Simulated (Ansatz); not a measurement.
Runs of Ansatz 0.2.0 on SiC. It takes space group P6_3mc (No. 186, hexagonal). The conventional cell has a = 3.076 Å, b = 3.076 Å, c = 10.071 Å, α = 90.00°, β = 90.00°, γ = 120.00°. Si (site symmetry 3m) is surrounded by 4 C at 1.88 to 1.89 Å. Si (site symmetry 3m) has 4 C at 1.88 to 1.89 Å as nearest neighbours. Around C (site symmetry 3m) lie 4 Si at 1.88 to 1.89 Å. C (site symmetry 3m) has 4 Si at 1.88 to 1.89 Å as nearest neighbours. The cell is a database's computed one.

```csv
task,level,potentials or basis,cell,k mesh,cutoff (eV),mesh quality,gap on the mesh (eV),pressure (GPa),V0 of scaled cells (Å³/atom),B0 (GPa)
single point,PBE,Ansatz PAW,as given,3 × 3 × 1,420,coarse,2.95,4.6,-,-
equation of state,PBEsol+D3(BJ),Ansatz PAW,as given,10 × 10 × 3,420,not flagged,-,-,10.16,229
equation of state,BLYP+D3(BJ),Ansatz PAW,as given,10 × 10 × 3,420,not flagged,-,-,(b),217
equation of state,LDA,JTH PAW LDA,as given,10 × 10 × 3,780,not flagged,-,-,10.12,230
relaxation of cell and atoms,BPBE,Ansatz PAW,relaxed,10 × 10 × 3,420,not flagged,(a),0.0,-,-
```

Alike in all rows: no spin polarisation; smearing fermi-dirac 0.05 eV.

Problem. Estimate the missing entries.

Solution. (a) 2.23; (b) 10.24.

Caveats: some runs use coarse meshes; the cell was scaled at fixed shape and fractional positions, which overstates the stiffness of a crystal with free parameters, most of all of layers and chains (some runs); odd divisions of the mesh miss points on the zone boundary, where band edges often lie, so the gap on the mesh can be too wide (some runs); the potentials were made for another functional, which shifts forces and pressure (some runs); the plane-wave basis is chosen anew once the cell has moved, so the energies of steps on either side of that aren't comparable (some runs); the PAW data sets come from PBE, with cores solved anew for the run's functional, which leaves a small shift of forces and pressure (some runs).

A k mesh can miss the band edges.
